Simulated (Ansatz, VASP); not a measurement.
## C in VASP and in Ansatz

```
C
1.0
     0.00000    1.76091    1.76091
     1.76091    0.00000    1.76091
     1.76091    1.76091    0.00000
C
2
Direct
  0.50000 0.50000 0.50000
  0.75000 0.75000 0.75000
```

Alike in both runs: functional LDA; k mesh 10 × 10 × 10; no spin polarisation.

Ansatz relaxed the structure, and its values are those at the end. VASP's run is a single point on that final structure, the one shown.

```csv
,VASP,Ansatz
version,VASP 6.6.1,Ansatz 0.2.0
potentials or method,"VASP PAW LDA potentials, release 64 (C)","PAW with Ansatz's default frozen-core files, scalar-relativistic"
plane-wave cutoff (eV),520,420
occupations,"gaussian, width 0.01 eV",fixed
valence electrons in the cell,8,8
```

|  | VASP | Ansatz | Ansatz less VASP |
| --- | --- | --- | --- |
| gap on the k mesh at the Fermi level (eV) | 4.22 | 4.23 | +0.004 |
| pressure (GPa) | 5.7 | 4.0 | -1.67 |
